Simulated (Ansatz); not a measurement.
The cell comes from COD entry 1539196, which wasn't checked; take it as a given geometry. The listed cell was then made from it by scaling, straining or moving an atom.

N: DFT, PBE, all-electron LAPW, scalar-relativistic (Ansatz 0.2.0). What sets it apart from a plain run of this crystal: atom 1 (N) moved by (0.0566, 0.0566, 0.0000) Å.

Command: `ansatz run input.yaml --threads 1 --pin off --max-ram 2048MiB --backend cpu --events-out ev --progress --plain --runs-dir out` The run took 11 s on 1 thread of Arm Neoverse V1, on a shared host, peak memory 0.3 GiB.

```yaml
crystal:
  lattice:
    - [3.6290016496, 0.0, 0.0]
    - [-1.8145008248, 3.142807619, 0.0]
    - [0.0, 0.0, 5.89]
  atoms:
    - { symbol: "N", position: [0.3579211224, 0.6846661776, 0.25] }
    - { symbol: "N", position: [0.6666666667, 0.3333333333, 0.75] }
kpoints:
  mp_grid: { grid: [10, 10, 5] }
scf:
  occupations: { method: fermi_dirac, width: 0.02 }
hamiltonian:
  xc: pbe
  pseudopotentials: { kind: all_electron, lapw: { basis_error: 0.0005 } }
output:
  forces: true
  stress: true
  eigenvalues: true
```

Output (standing set-up lines are left out):

```
LAPW: plane waves up to 5.585 Å⁻¹, error target 5.0e-4 eV per atom; small_component_spin mean_spin; N in spheres of 1.791 Å, 5 of its electrons in bands, Dirac shells []
Basis set: ecut = 118.83449465426023 eV, 197 PW (Γ), exchange–correlation at level 2
Symmetry: 4 space group operations
Space group: P21/m (ITA 11), of the structure as read, at distance tolerance 4.1e-5 Å
k-points: 156 of 500
iter 1 solved again at ethr=2.51e-5 eV; its pass at ethr=1.00e-1 eV (dr2=2.51e-3 eV) is discarded
SCF iter   1: F=—  HF=-2965.434357 eV  |F-HF|=—  |Δ(HF+E_count)|=         —  Δρ=2.06e-3  dr2=2.57e-3  ethr=2.51e-5  ⟨swp⟩=3.8  Hψ=11923  notcnv=0
preconditioner: auto → LDOS  [metal: Δε(μ)=0.001 eV  Ē_g=7.418 eV  σ=0.020 eV  W_gap=0.01  n_scr=2 (ndim 8)  ℏωp=14.3 eV  f_vac=0.089  D(μ)=11.59/eV (n_scr^D=196)  β→1.0]
SCF iter   2: F=—  HF=-2965.373758 eV  |F-HF|=—  |Δ(HF+E_count)|=   6.06e-2  Δρ=2.63e-3  dr2=4.10e-3  ethr=2.51e-5  ⟨swp⟩=3.0  Hψ=5530  notcnv=0
SCF iter   3: F=—  HF=-2965.373065 eV  |F-HF|=—  |Δ(HF+E_count)|=   6.92e-4  Δρ=7.01e-4  dr2=3.14e-4  ethr=2.51e-5  ⟨swp⟩=3.0  Hψ=5186  notcnv=0
SCF iter   4: F=—  HF=-2965.375622 eV  |F-HF|=—  |Δ(HF+E_count)|=   2.56e-3  Δρ=3.05e-4  dr2=8.54e-5  ethr=3.14e-6  ⟨swp⟩=3.0  Hψ=5312  notcnv=0
iter 5 solved again at ethr=3.29e-8 eV; its pass at ethr=8.54e-7 eV (dr2=3.29e-6 eV) is discarded
SCF iter   5: F=—  HF=-2965.375491 eV  |F-HF|=—  |Δ(HF+E_count)|=   1.32e-4  Δρ=6.88e-5  dr2=3.29e-6  ethr=3.29e-8  ⟨swp⟩=2.0  Hψ=7297  notcnv=0
SCF iter   6: F=—  HF=-2965.375553 eV  |F-HF|=—  |Δ(HF+E_count)|=   6.25e-5  Δρ=6.13e-6  dr2=4.24e-8  ethr=3.29e-8  ⟨swp⟩=3.0  Hψ=5368  notcnv=0
SCF iter   7: F=-2965.375553 eV  HF=-2965.375553 eV  |F-HF|=1.22e-8  |Δ(HF+E_count)|=   1.11e-7  Δρ=2.72e-6  dr2=1.14e-8  ethr=4.24e-10  ⟨swp⟩=3.0  Hψ=4920  notcnv=0
SCF 1 converged in 7 iterations: F = -2965.375553 eV  dr2 = 1.14e-8
SCF converged after 7 iterations
Free energy (F): -2965.375553 eV
Harris-Foulkes:  -2965.375553 eV  (|F-HF|=1.22e-8)
Internal energy: -2965.360010 eV  (E = F + TS)
E sigma→0 (E₀):  -2965.367782 eV
Entropy (-TS):   -0.015543 eV (-7.772 meV/atom)
Fermi energy:    -4.169952 eV
--- Per-component energies (eV) ---
  E_band       = -90.832028
  E_kinetic    = 2950.550309
  E_xc         = -355.884689
  E_electrostatic = -5560.025630  (all electrons and nuclei)
  E_smearing   = -0.015543  (= −TS)
  E_closure    = 0.000000  (closes the sum)
  E_atoms      = -2963.485030  (free atoms, spherical and without spin; not in F)
  Σ components = -2965.375553   (vs F -2965.375553, Δ=0.00e0)
  Basis errors (estimates in eV, not in F): energy 4.7e-5 per atom: plane waves 4.5e-5 (3.0e-5 summed), levels above the bands 1.2e-195, relativity 1.1e-9, radial functions 2.3e-6, core shells 2.0e-11; eigenvalues (radial functions only) 7.1e-5; not estimated: angular momenta, meshes, grids; target (lapw.basis_error) 5.0e-4; muffin-tin radii N 1.791 Å
--- Forces (eV/Å), atoms counted from 1 ---
  atom   1  N      0.02757759     0.03199925     0.00000000
  atom   2  N     -0.02757759    -0.03199925     0.00000000
  max |Σ_I F_I| component: 3.47e-18 eV/Å
--- Stress (GPa, compression-positive) ---
       -7.103342       0.101822       0.000000
        0.101822      -7.302601       0.000000
        0.000000       0.000000      -7.241271
  P = ⅓ Tr σ = -7.2157 GPa (-72.157 kbar)
--- Band table (eV; the first three rows and the last of 156) ---
  k-point 0: bands = ["-16.1295", "-15.8053", "-5.0975", "-3.9004", "-3.8772", "-3.7645", "-3.7487", "-3.7412", "2.8913"]
  k-point 1: bands = ["-16.1001", "-15.8379", "-4.9842", "-3.8954", "-3.8854", "-3.8653", "-3.7752", "-3.7634", "3.1441"]
  k-point 2: bands = ["-16.0216", "-15.9215", "-4.6755", "-4.2631", "-3.8484", "-3.8380", "-3.8033", "-3.8015", "3.8160"]
  k-point 155: bands = ["-15.7778", "-15.7486", "-5.0395", "-4.9538", "-4.1090", "-4.0679", "-3.9837", "-3.9774", "6.6152"]
```
